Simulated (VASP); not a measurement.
# MoSe2 (P6_3/mmc) in VASP: notebook, part 2 of 2

VASP 6.6.1.

### Step 3. Relaxation of cell and atoms, PBE

This run uses another cell than the first one, of 23.03 Å³/atom, 1.144 times its volume.

Input file INCAR:

```
  PREC = Accurate
  ENCUT = 300
  EDIFF = 1E-7
  ISMEAR = 0
  SIGMA = 0.03
  LREAL = F
  LASPH = T
  NELM = 80
  ALGO = Normal
  ISIF = 3
  LWAVE = F
  LCHARG = F
  GGA = PE
  IBRION = 2
  NSW = 90
  EDIFFG = -0.005
  KPAR = 2
```

Input file KPOINTS:

```
regular mesh
0
Gamma
  5 5 1
```

Input file POSCAR:

```
MoSe2                                   
1.0
    3.3183763981      0.0000000000      0.0000000000
   -1.6591881991      2.8737982601     -0.0000000000
    0.0000000000     -0.0000000000     14.4927041788
  Mo              Se            
     2     4
Direct
     0.3333333332999970    0.6666666667000030    0.2500000000000000
     0.6666666667000030    0.3333333332999970    0.7500000000000000
     0.3333333332999970    0.6666666667000030    0.6348878232291648
     0.6666666667000030    0.3333333332999970    0.1348878232291650
     0.3333333332999970    0.6666666667000030    0.8651121767708352
     0.6666666667000030    0.3333333332999970    0.3651121767708350
```

Potentials or basis: VASP PAW PBE potentials, release 64 (Mo, Se).

Command:

```
> cat potpaw_PBE.64/Mo/POTCAR potpaw_PBE.64/Se/POTCAR > POTCAR
> mpirun -np 2 vasp_std > vasp.out
```

Run time: 70 s. Hardware: 2 MPI ranks of Intel Xeon Platinum 8488C (Sapphire Rapids), shared host; peak memory 0.17 GiB.

The run converged. Its results:

| Item | Value |
| --- | --- |
| Free energy | -39.9348 eV |
| Relaxed volume | 23.36 Å³/atom |
| Relaxed cell | a = 3.316 Å, b = 3.316 Å, c = 14.714 Å, α = 90.00°, β = 90.00°, γ = 120.00° |
| Space group after relaxing (to 0.05 Å) | P6_3/mmc (No. 194) |
| Energy gained by relaxing | 0.1 meV/atom |
| Ionic steps | 11 |
| Pressure after relaxing | 0.0 GPa |
| Band gap on the k mesh | 1.41 eV, indirect (least direct gap 1.86 eV) |

Step by step:
```csv
step,energy change (eV),largest force (eV/Å),pressure (GPa),volume (Å³)
1,0.0000,0.0017,-0.03,138.21
2,-0.0001,0.0018,0.04,138.11
3,-0.0001,0.0019,0.04,138.11
4,-0.0001,0.0164,-0.03,138.19
5,-0.0001,0.0103,0.00,138.15
6,-0.0001,0.0116,0.00,138.16
7,-0.0001,0.0113,0.00,138.20
8,-0.0002,0.0106,0.00,138.34
9,-0.0003,0.0093,0.00,138.60
10,-0.0004,0.0061,0.00,139.12
11,-0.0006,0.0016,0.01,140.16
```

Final structure:
```
Mo Se
1.0
     3.31644    0.00000    0.00000
    -1.65822    2.87212    0.00000
     0.00000    0.00000   14.71426
Mo Se
2 4
Direct
  0.33333 0.66667 0.25000
  0.66667 0.33333 0.75000
  0.33333 0.66667 0.63658
  0.66667 0.33333 0.13658
  0.33333 0.66667 0.86342
  0.66667 0.33333 0.36342
```

Levels at points of the mesh, in eV from the valence-band top:
```tsv
k point	band 16	band 17	band 18	band 19	band 20	band 21
(0.00, 0.00, 0.00)	-1.16	-0.54	0.00	2.84	2.84	2.85
```

Caveat: the k mesh is coarse (spacing up to 0.44 Å⁻¹), so the values aren't converged; an odd mesh through Γ misses points on the zone boundary, where band edges often lie; this functional lacks dispersion, which binds the layers, so the pressure and a relaxed spacing across them are unreliable. Zero-point motion and thermal expansion aren't in these numbers.

### Step 4. Relaxation of shape and atoms at fixed volume, PBE (a relaxed cell with its volume scaled by 0.94)

Changes to INCAR since step 3:

```diff
@@ -9,3 +9,3 @@
   ALGO = Normal
-  ISIF = 3
+  ISIF = 4
   LWAVE = F
@@ -14,4 +14,4 @@
   IBRION = 2
-  NSW = 90
-  EDIFFG = -0.005
+  NSW = 40
+  EDIFFG = -0.01
   KPAR = 2
```

KPOINTS is that of step 3.

Input file POSCAR:

```
MoSe2                                   
1.0
    3.2487397562      0.0000000000      0.0000000000
   -1.6243698781      2.8134911591     -0.0000000000
   -0.0000000000     -0.0000000000     14.4138868163
  Mo              Se            
     2     4
Direct
     0.3333333332999970    0.6666666667000030    0.2500000000000000
     0.6666666667000030    0.3333333332999970    0.7500000000000000
     0.3333333332999970    0.6666666667000030    0.6365775026932494
     0.6666666667000030    0.3333333332999970    0.1365775026932494
     0.3333333332999970    0.6666666667000030    0.8634224973067506
     0.6666666667000030    0.3333333332999970    0.3634224973067507
```

Command:

```
> cat potpaw_PBE.64/Mo/POTCAR potpaw_PBE.64/Se/POTCAR > POTCAR
> mpirun -np 2 vasp_std > vasp.out
```

Run time: 53 s. Hardware: 2 MPI ranks of Intel Xeon Platinum 8488C (Sapphire Rapids), shared host; peak memory 0.15 GiB.

Results (log left out):

```yaml
Free_energy: -39.9159 eV
Energy_gained_by_relaxing: 30.3 meV/atom
Ionic_steps: 7
Pressure_after_relaxing: 0.6 GPa
Band_gap_on_the_k_mesh: 1.19 eV, indirect (least direct gap 1.84 eV)
```

Step by step:
```
step  energy change (eV)  largest force (eV/Å)  pressure (GPa)
   1              0.0000                1.0560            7.81
   2             -0.1030                0.0431            3.43
   3             -0.1032                0.0804            3.60
   4             -0.1533                0.0717            2.44
   5             -0.1811                0.0608            0.83
   6             -0.1814                0.0349            0.40
   7             -0.1816                0.0014            0.56
```

Final structure:
```cif
data_structure
_symmetry_space_group_name_H-M 'P 1'
_symmetry_Int_Tables_number 1
_cell_length_a 3.3096
_cell_length_b 3.3096
_cell_length_c 13.8883
_cell_angle_alpha 90.000
_cell_angle_beta 90.000
_cell_angle_gamma 120.000
_cell_volume 131.75
loop_
_atom_site_label
_atom_site_type_symbol
_atom_site_fract_x
_atom_site_fract_y
_atom_site_fract_z
_atom_site_occupancy
Mo1 Mo 0.33333 0.66667 0.25000 1
Mo2 Mo 0.66667 0.33333 0.75000 1
Se1 Se 0.33333 0.66667 0.62975 1
Se2 Se 0.66667 0.33333 0.12975 1
Se3 Se 0.33333 0.66667 0.87025 1
Se4 Se 0.66667 0.33333 0.37025 1
```

Levels at points of the mesh, in eV from the valence-band top:
| k point | band 14 | band 15 | band 16 | band 17 | band 18 | band 19 | band 20 | band 21 | band 22 |
| --- | --- | --- | --- | --- | --- | --- | --- | --- | --- |
| (0.00, 0.00, 0.00) | -1.27 | -1.27 | -1.08 | -0.76 | 0.00 | 2.72 | 2.72 | 2.75 | 2.75 |

Caveat: the k mesh is coarse (spacing up to 0.45 Å⁻¹), so the values aren't converged; an odd mesh through Γ misses points on the zone boundary, where band edges often lie; this functional lacks dispersion, which binds the layers, so the pressure and a relaxed spacing across them are unreliable.
